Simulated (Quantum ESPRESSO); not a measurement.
# NaMnSe2: parallel and opposed starts, part 3 of 3

A self-consistent run ends on one state, which hangs on the start. Several orders of NaMnSe2 are started in Quantum ESPRESSO and their energies compared.

Quantum ESPRESSO 7.5; PBEsol with U = 5 eV on Mn d (ortho-atomic projectors); plane waves with GBRV 1.5 PBEsol potentials, no spin-orbit coupling.

So far: Starting point; Run 1, typed as ferro +; Run 2 (antiferro q=(0,1/2,0) +−); Run 3, typed as no spin polarisation.

**5. An input with a fault**

One input was spoiled on purpose, to see how the program answers.

Contents of pw.in:

```
&CONTROL
  calculation = 'scf'
  prefix = 'pwscf'
  outdir = './tmp'
  pseudo_dir = './pseudo'
  disk_io = 'nowf'
/
&SYSTEM
  ibrav = 0
  nat = 4
  ntyp = 3
  input_dft = 'pbe96x'
  ecutwfc = 40
  ecutrho = 280
  nbnd = 29
  occupations = 'smearing'
  smearing = 'fd'
  degauss = 0.00999582
  nspin = 2
  starting_magnetization(1) = 0
  starting_magnetization(2) = 0.3
  starting_magnetization(3) = 0
/
&ELECTRONS
  conv_thr = 8d-09
  electron_maxstep = 75
  mixing_beta = 0.3
/
ATOMIC_SPECIES
Na     22.9898 na_pbesol_v1.5.uspp.F.UPF
Mn     54.9380 mn_pbesol_v1.5.uspp.F.UPF
Se     78.9710 se_pbesol_v1.uspp.F.UPF
CELL_PARAMETERS angstrom
   4.0257573960    0.0000000000    0.0000000000
  -2.0128786980    3.4864081744    0.0000000000
   0.0000000000    0.0000000000    7.2341370000
ATOMIC_POSITIONS crystal
Na      0.0000000000    0.0000000000    0.7728810000
Mn      0.3333333300    0.6666666700    0.3343830000
Se      0.3333333300    0.6666666700    0.0171180000
Se      0.6666666700    0.3333333300    0.4765180000
K_POINTS automatic
6 6 6 0 0 0
HUBBARD {ortho-atomic}
U Mn-3d 5.0000
```

On the command line:

```bash
OMP_NUM_THREADS=1 mpirun -n 4 pw.x -nk 4 -in pw.in > pw.out
```

What it wrote:

```text
[banner, memory and clock lines left out]
Program PWSCF v.7.5 starts

     IMPORTANT: XC functional enforced from input :
     Exchange-correlation= PBE96X
                           (   0   0   3   4   0   0   0)
     Any further DFT definition will be discarded
     Please, verify this is what you really want

     Message from routine setup:
     using ibrav=0 with symmetry is DISCOURAGED, use correct ibrav instead

     bravais-lattice index     =            0
     lattice parameter (alat)  =       7.6076  a.u.
     unit-cell volume          =     685.1871 (a.u.)^3
     number of atoms/cell      =            4
     number of atomic types    =            3
     number of electrons       =        36.00
     number of Kohn-Sham states=           29
     kinetic-energy cutoff     =      40.0000  Ry
     charge density cutoff     =     280.0000  Ry
     scf convergence threshold =      8.0E-09
     mixing beta               =       0.3000
     number of iterations used =            8  plain     mixing
     Exchange-correlation= PBE96X
                           (   0   0   3   4   0   0   0)
     Hubbard projectors: ortho-atomic
     Hubbard parameters of DFT+U (Dudarev formulation) in eV:
     U(Mn-3d) =  5.0000

     Internal variables: lda_plus_u =T, lda_plus_u_kind = 0

     Internal variables: orbital_resolved =F, hub_pot_fix =F, apply_U = F

     [... lines left out ...]
     PseudoPot. # 1 for Na read from file:
     na_pbesol_v1.5.uspp.F.UPF
     Pseudo is Ultrasoft, Zval =  9.0

     PseudoPot. # 2 for Mn read from file:
     mn_pbesol_v1.5.uspp.F.UPF
     Pseudo is Ultrasoft + core correction, Zval = 15.0

     PseudoPot. # 3 for Se read from file:
     se_pbesol_v1.uspp.F.UPF
     Pseudo is Ultrasoft + core correction, Zval =  6.0

     atomic species   valence    mass     pseudopotential
     Na                9.00    22.98980     Na( 1.00)
     Mn               15.00    54.93800     Mn( 1.00)
     Se                6.00    78.97100     Se( 1.00)

     Starting magnetic structure
     atomic species   magnetization
     Na              0.000
     Mn              0.300
     Se              0.000

      6 Sym. Ops. (no inversion) found

   Cartesian axes

     site n.     atom                  positions (alat units)
         1        Na     tau(   1) = (   0.0000000   0.0000000   1.3888385  )
         2        Mn     tau(   2) = (  -0.0000000   0.5773503   0.6008739  )
         3        Se     tau(   3) = (  -0.0000000   0.5773503   0.0307604  )
         4        Se     tau(   4) = (   0.5000000   0.2886751   0.8562852  )

     number of k points=    34  Fermi-Dirac smearing, width (Ry)=  0.0100

     Dense  grid:    54259 G-vectors     FFT dimensions: (  45,  45,  75)

     Smooth grid:    23443 G-vectors     FFT dimensions: (  32,  32,  60)

     Check: negative core charge=   -0.000015
     Generating pointlists ...
     new r_m :   0.2992 (alat units)  2.2759 (a.u.) for type    1
     new r_m :   0.2352 (alat units)  1.7891 (a.u.) for type    2
     new r_m :   0.2352 (alat units)  1.7891 (a.u.) for type    3

     Initial potential from superposition of free atoms

     starting charge      35.4934, renormalised to      36.0000

     STARTING HUBBARD OCCUPATIONS:

     =================== HUBBARD OCCUPATIONS ===================
     ------------------------ ATOM    2 ------------------------
     Tr[ns(  2)] (up, down, total) =   5.00000  0.00000  5.00000
     Atomic magnetic moment for atom   2 =   5.00000
     [... lines left out ...]
     Number of occupied Hubbard levels =    5.0000

     Atomic wfc used for Hubbard projectors are orthogonalized

     Starting wfcs are   26 randomized atomic wfcs +    3 random wfcs

     Self-consistent Calculation

     iteration #  1     ecut=    40.00 Ry     beta= 0.30
     Davidson diagonalization with overlap
     ethr =  1.00E-02,  avg # of iterations =  7.5

     =================== HUBBARD OCCUPATIONS ===================
     ------------------------ ATOM    2 ------------------------
     Tr[ns(  2)] (up, down, total) =   0.61115  0.26639  0.87753
     Atomic magnetic moment for atom   2 =   0.34476
     [... lines left out ...]
     Number of occupied Hubbard levels =    0.8775

     total energy              =    -293.38057481 Ry
     estimated scf accuracy    <      21.05457823 Ry

     total magnetization       =     0.43 Bohr mag/cell
     absolute magnetization    =     0.60 Bohr mag/cell

     [... further iterations left out ...]

     iteration # 61     ecut=    40.00 Ry     beta= 0.30
     Davidson diagonalization with overlap
     ethr =  2.45E-11,  avg # of iterations =  1.3

     Magnetic moment per site  (integrated on atomic sphere of radius R)
     atom   1 (R=0.299)  charge=  8.1924  magn=  0.0102
     atom   2 (R=0.235)  charge= 11.8982  magn=  1.8896
     atom   3 (R=0.235)  charge=  2.4962  magn= -0.0179
     atom   4 (R=0.235)  charge=  2.5172  magn=  0.0102

     End of self-consistent calculation

     =================== HUBBARD OCCUPATIONS ===================
     ------------------------ ATOM    2 ------------------------
     Tr[ns(  2)] (up, down, total) =   3.57423  1.28282  4.85705
     Atomic magnetic moment for atom   2 =   2.29141
     [... lines left out ...]
     Number of occupied Hubbard levels =    4.8570

     [... lines left out ...]
     the Fermi energy is    15.9950 ev

!    total energy              =    -297.40505642 Ry
     estimated scf accuracy    <          6.0E-09 Ry
     smearing contrib. (-TS)   =      -0.01248955 Ry
     internal energy E=F+TS    =    -297.39256687 Ry

     The total energy is F=E-TS. E is the sum of the following terms:
     one-electron contribution =    -242.92141635 Ry
     hartree contribution      =     117.23287288 Ry
     xc contribution           =      -1.55628874 Ry
     ewald contribution        =    -170.44027705 Ry
     Hubbard energy            =       0.29254240 Ry

     total magnetization       =     2.40 Bohr mag/cell
     absolute magnetization    =     2.50 Bohr mag/cell

     convergence has been achieved in  61 iterations
```

The job ended after 74 s (4 MPI ranks of AMD EPYC 9R45, shared host; peak memory 0.75 GiB).

The run converged, but its input is faulty, so its numbers are not to be trusted.

The fault in the input: a mistyped functional, which the program reads as gradient terms without local exchange and correlation.

The two runs compared:

```csv
quantity,this run,same start on sound input,difference
largest moment (μB),1.8896,4.1537,-2.26
magnetization (μB),2.398,4.081,-1.68
absolute magnetization (μB),2.502,5.427,-2.92
```

The two runs differ clearly in the largest moment: 1.89 μB against 4.15 μB.

**6. Energies of the orders**

An order is kept where moments of 0.15 μB or more survive with the typed signs; meshes match where a doubled cell samples the same k points as the first cell.

Orders:

```csv
start,final state,typed order kept,energy over the lowest (meV a seeded atom),largest site moment (μB),net moment (μB a cell of the first run),mesh matched,CPU time (s)
ferro +,ferromagnetic,yes,0,4.154,4.081,yes,81.5
"antiferro q=(0,1/2,0) +-",antiferromagnetic,yes,75.56,4.148,0,yes,418.4
no spin polarisation,non-magnetic,-,4200,0,0,yes,56.4
```

**7. The lowest state again, with its states saved**

Changes to pw.in since step 5:

```diff
@@ -5,3 +5,3 @@
   pseudo_dir = './pseudo'
-  disk_io = 'nowf'
+  disk_io = 'low'
 /
@@ -9,8 +9,8 @@
   ibrav = 0
+  celldm(1) = 8
   nat = 4
   ntyp = 3
-  input_dft = 'pbe96x'
   ecutwfc = 40
   ecutrho = 280
-  nbnd = 29
+  nbnd = 33
   occupations = 'smearing'
@@ -25,3 +25,3 @@
   conv_thr = 8d-09
-  electron_maxstep = 75
+  electron_maxstep = 150
   mixing_beta = 0.3
@@ -32,6 +32,6 @@
 Se     78.9710 se_pbesol_v1.uspp.F.UPF
-CELL_PARAMETERS angstrom
-   4.0257573960    0.0000000000    0.0000000000
-  -2.0128786980    3.4864081744    0.0000000000
-   0.0000000000    0.0000000000    7.2341370000
+CELL_PARAMETERS alat
+   0.9509473653283    0.0000000000000    0.0000000000000
+  -0.4754736826642    0.8235445760341    0.0000000000000
+   0.0000000000000    0.0000000000000    1.7088172097527
 ATOMIC_POSITIONS crystal
```

What it wrote:

```text
     [... lines left out ...]
Program PWSCF v.7.5 starts
     [... lines left out ...]
     number of atoms/cell      =            4
     [... lines left out ...]
     number of electrons       =        36.00
     number of Kohn-Sham states=           33
     kinetic-energy cutoff     =      40.0000  Ry
     charge density cutoff     =     280.0000  Ry
     scf convergence threshold =      8.0E-09
     [... lines left out ...]
      6 Sym. Ops. (no inversion) found
     [... lines left out ...]
     number of k points=    34  Fermi-Dirac smearing, width (Ry)=  0.0100
     [... lines left out ...]
     iteration # 13     ecut=    40.00 Ry     beta= 0.30
     [... lines left out ...]
     Magnetic moment per site  (integrated on atomic sphere of radius R)
     atom   1 (R=0.284)  charge=  8.1882  magn=  0.0013
     atom   2 (R=0.224)  charge= 12.6904  magn=  4.1537
     atom   3 (R=0.224)  charge=  3.1400  magn= -0.2918
     atom   4 (R=0.224)  charge=  3.1829  magn= -0.0771
     [... lines left out ...]
     Tr[ns(  2)] (up, down, total) =   4.91433  0.32877  5.24311
     [... lines left out ...]
     the Fermi energy is     4.2308 ev
!    total energy              =    -392.87992027 Ry
     estimated scf accuracy    <          2.1E-09 Ry
     smearing contrib. (-TS)   =      -0.00845556 Ry
     [... lines left out ...]
     total magnetization       =     4.08 Bohr mag/cell
     absolute magnetization    =     5.43 Bohr mag/cell
     convergence has been achieved in  13 iterations
```

It took 26 s on 4 MPI ranks; peak memory 0.69 GiB.

Read from the output:

```
smearing term TS       : 0.1150 eV
magnetization          : 4.081 μB
absolute magnetization : 5.427 μB
final state            : ferromagnetic
largest moment         : 4.154 μB
```

**8. Another way to count moments**

projwfc.x projects the saved states on orthogonalised atomic orbitals of the pseudopotential files.

What it wrote:

```text
[banner, memory and clock lines left out]
Program PROJWFC v.7.5 starts

     [... lines left out ...]
     IMPORTANT: XC functional enforced from input :
     Exchange-correlation= PBESOL
                           (   1   4  10   8   0   0   0)
     Any further DFT definition will be discarded
     Please, verify this is what you really want

     G-vector sticks info

     Check: negative core charge=   -0.000015

     negative rho (up, down):  0.000E+00 4.891E-04

     Gaussian broadening (read from input): ngauss,degauss=   0    0.010000

     Calling projwave ....

  Problem Sizes
  natomwfc =           26
  nbnd     =           33
  nkstot   =           68
  npwx     =         2949
  nkb      =           67

     Atomic states used for projection
     (read from pseudopotential files):

     state #   1: atom   1 (Na ), wfc  1 (l=0 m= 1)
     state #   2: atom   1 (Na ), wfc  2 (l=1 m= 1)
     state #   3: atom   1 (Na ), wfc  2 (l=1 m= 2)
     state #   4: atom   1 (Na ), wfc  2 (l=1 m= 3)
     state #   5: atom   1 (Na ), wfc  3 (l=0 m= 1)
     state #   6: atom   2 (Mn ), wfc  1 (l=0 m= 1)
     state #   7: atom   2 (Mn ), wfc  2 (l=1 m= 1)
     state #   8: atom   2 (Mn ), wfc  2 (l=1 m= 2)
     state #   9: atom   2 (Mn ), wfc  2 (l=1 m= 3)
     state #  10: atom   2 (Mn ), wfc  3 (l=0 m= 1)
     state #  11: atom   2 (Mn ), wfc  4 (l=2 m= 1)
     state #  12: atom   2 (Mn ), wfc  4 (l=2 m= 2)
     state #  13: atom   2 (Mn ), wfc  4 (l=2 m= 3)
     state #  14: atom   2 (Mn ), wfc  4 (l=2 m= 4)
     state #  15: atom   2 (Mn ), wfc  4 (l=2 m= 5)
     state #  16: atom   2 (Mn ), wfc  5 (l=1 m= 1)
     state #  17: atom   2 (Mn ), wfc  5 (l=1 m= 2)
     state #  18: atom   2 (Mn ), wfc  5 (l=1 m= 3)
     state #  19: atom   3 (Se ), wfc  1 (l=0 m= 1)
     state #  20: atom   3 (Se ), wfc  2 (l=1 m= 1)
     state #  21: atom   3 (Se ), wfc  2 (l=1 m= 2)
     state #  22: atom   3 (Se ), wfc  2 (l=1 m= 3)
     state #  23: atom   4 (Se ), wfc  1 (l=0 m= 1)
     state #  24: atom   4 (Se ), wfc  2 (l=1 m= 1)
     state #  25: atom   4 (Se ), wfc  2 (l=1 m= 2)
     state #  26: atom   4 (Se ), wfc  2 (l=1 m= 3)

 [... projections of the bands left out ...]

Lowdin Charges:

     Atom #   1: total charge =   8.3549, s =  2.3571, p =  5.9978, d =  0.0000,
                 spin up      =   4.1893, s =  1.1905,
                 spin up      =   4.1893, p =  2.9987, pz=  0.9996, px=  0.9996, py=  0.9996,
                 spin up      =   4.1893, d =  0.0000, dz2=  0.0000, dxz=  0.0000, dyz=  0.0000, dx2-y2=  0.0000, dxy=  0.0000,
                 spin down    =   4.1656, s =  1.1666,
                 spin down    =   4.1656, p =  2.9990, pz=  0.9997, px=  0.9997, py=  0.9997,
                 spin down    =   4.1656, d =  0.0000, dz2=  0.0000, dxz=  0.0000, dyz=  0.0000, dx2-y2=  0.0000, dxy=  0.0000,
                 polarization =   0.0236, s =  0.0240, p = -0.0003, d =  0.0000,
     Atom #   2: total charge =  15.1584, s =  2.5885, p =  7.3268, d =  5.2431,
                 spin up      =   9.9877, s =  1.3362,
                 spin up      =   9.9877, p =  3.7372, pz=  1.2775, px=  1.2299, py=  1.2299,
                 spin up      =   9.9877, d =  4.9143, dz2=  0.9772, dxz=  0.9796, dyz=  0.9796, dx2-y2=  0.9890, dxy=  0.9890,
                 spin down    =   5.1707, s =  1.2523,
                 spin down    =   5.1707, p =  3.5896, pz=  1.2188, px=  1.1854, py=  1.1854,
                 spin down    =   5.1707, d =  0.3288, dz2=  0.1019, dxz=  0.0676, dyz=  0.0676, dx2-y2=  0.0458, dxy=  0.0458,
                 polarization =   4.8171, s =  0.0839, p =  0.1476, d =  4.5856,
     Atom #   3: total charge =   6.2516, s =  1.7144, p =  4.5372, d =  0.0000,
                 spin up      =   2.8223, s =  0.8562,
                 spin up      =   2.8223, p =  1.9661, pz=  0.7585, px=  0.6038, py=  0.6038,
                 spin up      =   2.8223, d =  0.0000, dz2=  0.0000, dxz=  0.0000, dyz=  0.0000, dx2-y2=  0.0000, dxy=  0.0000,
                 spin down    =   3.4293, s =  0.8582,
                 spin down    =   3.4293, p =  2.5711, pz=  0.8097, px=  0.8807, py=  0.8807,
                 spin down    =   3.4293, d =  0.0000, dz2=  0.0000, dxz=  0.0000, dyz=  0.0000, dx2-y2=  0.0000, dxy=  0.0000,
                 polarization =  -0.6070, s = -0.0020, p = -0.6050, d =  0.0000,
     Atom #   4: total charge =   6.1652, s =  1.6077, p =  4.5575, d =  0.0000,
                 spin up      =   2.9981, s =  0.8074,
                 spin up      =   2.9981, p =  2.1907, pz=  0.7988, px=  0.6960, py=  0.6960,
                 spin up      =   2.9981, d =  0.0000, dz2=  0.0000, dxz=  0.0000, dyz=  0.0000, dx2-y2=  0.0000, dxy=  0.0000,
                 spin down    =   3.1672, s =  0.8004,
                 spin down    =   3.1672, p =  2.3668, pz=  0.8344, px=  0.7662, py=  0.7662,
                 spin down    =   3.1672, d =  0.0000, dz2=  0.0000, dxz=  0.0000, dyz=  0.0000, dx2-y2=  0.0000, dxy=  0.0000,
                 polarization =  -0.1691, s =  0.0070, p = -0.1761, d =  0.0000,
     Spilling Parameter:   0.0019
```

Run time: 1.6 s. Hardware: 4 MPI ranks; peak memory 0.1 GiB.

```csv
atom,moment in the sphere (μB),Löwdin moment (μB),Löwdin charge (e)
Na1,0.001,0.024,8.355
Mn2,4.154,4.817,15.158
Se3,-0.292,-0.607,6.252
Se4,-0.077,-0.169,6.165
```

**9. Occupations of the corrected shells in the lowest state**

Occupations of the Hubbard shells:

```csv
block,type,shell,spin,electrons,occupation numbers
2,Mn,3d,up,4.914,0.974 0.974 0.977 0.994 0.994
2,Mn,3d,down,0.3288,0.030 0.030 0.084 0.084 0.102
```

**10. Results**

```json
{
 "lowest state found": "ferromagnetic (from ferro +)",
 "largest site moment": "4.15 μB",
 "next state with moments": "antiferromagnetic, 75.6 meV a seeded atom higher",
 "state without moments (under the same U)": "4200 meV a seeded atom higher"
}
```

Under a U the spinless run pays the Hubbard penalty of a partly filled shell, so its energy overstates what forming the moments gains. The smearing terms TS of the orders run from 115 to 153 meV a seeded atom, so the differences would change at a smaller width: an order with a larger TS is lowered more by the smearing. The largest moment reads 4.15 μB in the sphere and 4.82 μB by Löwdin projection; a site moment hangs on how space is shared out. This is the lowest of 3 collinear or spinless starts, no proof of the ground state. Energies are free energies at an electronic temperature of 1580 K, which lowers moments and differences where the moments are itinerant.

[Logs and program files are shortened in this print: banners, set-up blocks, solver, clock and traceback lines can be left out without a mark of their own.]

[Logs are printed without paths, hosts, clocks, repeated set-up lines and the standing remarks that a program may print on its own settings, such as how far it seeks lower states.]

[Hosts, paths, dates, database ids (printed as entryN), source tags and the programs' standing remarks are cut or masked in the printed files.]

[Where a cell is said to come from a database of computed structures, the database is the Materials Project.]
